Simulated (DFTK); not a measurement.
Wanted: the native input for a DFTK 0.8.2 run.

| Property | Result |
| --- | --- |
| Task | equation of state |
| Functional | PBE |
| Potentials or basis | dojo.nc.sr.pbe.v0_4_1.standard.upf (PBE) |
| Cutoff | 762 eV |
| k mesh | 8 × 8 × 8 |
| Occupations | fermi-dirac, width 0.05 eV |
| Spin | no spin polarisation |
| Valence electrons | Ba 10 |
| Volume scales | [0.94, 0.96, 0.98, 1.0, 1.02, 1.04, 1.06] |
| SCF tolerance on the density | 1e-06 |

Ba:

```
Ba
1.0
    -2.50650    2.50650    2.50650
     2.50650   -2.50650    2.50650
     2.50650    2.50650   -2.50650
Ba
1
Direct
  0.00000 0.00000 0.00000
```

The input as run:

run.jl

```julia
using DFTK
using PseudoPotentialData
using Unitful, UnitfulAtomic
using LinearAlgebra, Printf
include("save.jl")
disable_threading()

# lattice vectors are the columns
lattice = austrip(1u"Å") * [       -2.5065         2.5065         2.5065;
                   2.5065        -2.5065         2.5065;
                   2.5065         2.5065        -2.5065]
symbols   = [:Ba]
positions = [[0.0, 0.0, 0.0]]
pseudopotentials = PseudoFamily("dojo.nc.sr.pbe.v0_4_1.standard.upf")
elements = Dict(s => ElementPsp(s, pseudopotentials) for s in unique(symbols))
atoms    = [elements[s] for s in symbols]

build_model(lattice, positions; symmetries=true) =
    model_DFT(lattice, atoms, positions;
              functionals=PBE(),
              temperature=austrip(0.05u"eV"),
              smearing=Smearing.FermiDirac(),
              symmetries)
Ecut  = 28.0  # hartree
kgrid = [8, 8, 8]
tol   = 1e-6
to_GPa = ustrip(uconvert(u"GPa", 1u"hartree/bohr^3"))

results["points"] = []
for scale in [0.94, 0.96, 0.98, 1.0, 1.02, 1.04, 1.06]
    println("\n=== scale = ", scale)
    model = build_model(cbrt(scale) * lattice, positions)
    basis = PlaneWaveBasis(model; Ecut, kgrid)
    t0 = time()
    scfres = self_consistent_field(basis;
                                   tol,
                                   nbandsalg=AdaptiveBands(model; n_bands_converge=10))
    seconds = time() - t0
    @printf "SCF: %d iterations, %.1f s\n" scfres.n_iter seconds
    forces = compute_forces_cart(scfres)
    stress = compute_stresses_cart(scfres)
    @printf "V = %.5f Å^3  F = %.8f Ha  max force = %.5f eV/Å  p = %.4f GPa\n" ustrip(auconvert(u"Å^3", model.unit_cell_volume)) scfres.energies.total ustrip(auconvert(u"eV/Å", maximum(norm, forces))) (-tr(stress) / 3 * to_GPa)
    push!(results["points"], save_scf!(scfres; forces, stress, d=Dict{String,Any}("seconds" => seconds, "n_matvec" => get(scfres, :n_matvec, 0))))
end

# third-order Birch-Murnaghan fit in x = V^(-2/3)
V = [0.94, 0.96, 0.98, 1.0, 1.02, 1.04, 1.06] * abs(det(lattice))
E = [p["total"] for p in results["points"]]
x = V .^ (-2 / 3)
c = [x .^ 0 x x .^ 2 x .^ 3] \ E
Δ = c[3]^2 - 3c[2] * c[4]
if Δ > 0
    x0 = (-c[3] + sqrt(Δ)) / 3c[4]
    B0 = 4 / 9 * x0^(7 / 2) * (2c[3] + 6c[4] * x0)
    @printf "V0 = %.4f Å^3  B0 = %.2f GPa\n" ustrip(auconvert(u"Å^3", x0^(-3 / 2))) B0 * to_GPa
end
```

Potentials or basis: dojo.nc.sr.pbe.v0_4_1.standard.upf (PBE).

The run is started by

```console
$ julia --threads=1 run.jl  # save.jl only writes the numbers to a file and isn't shown; printed stress counts tension as positive; times include loading and compiling
```

It gave:

* Equilibrium volume: 63.14 Å³/atom
* Bulk modulus: 9.0 GPa
* Pressure derivative of the bulk modulus: 3.3

Caveat: this release of the barium file is off.

It took 7.4 min on 1 thread of Intel(R) Xeon(R) Platinum 8488C (Sapphire Rapids), on a shared host, peak memory 1.6 GiB.
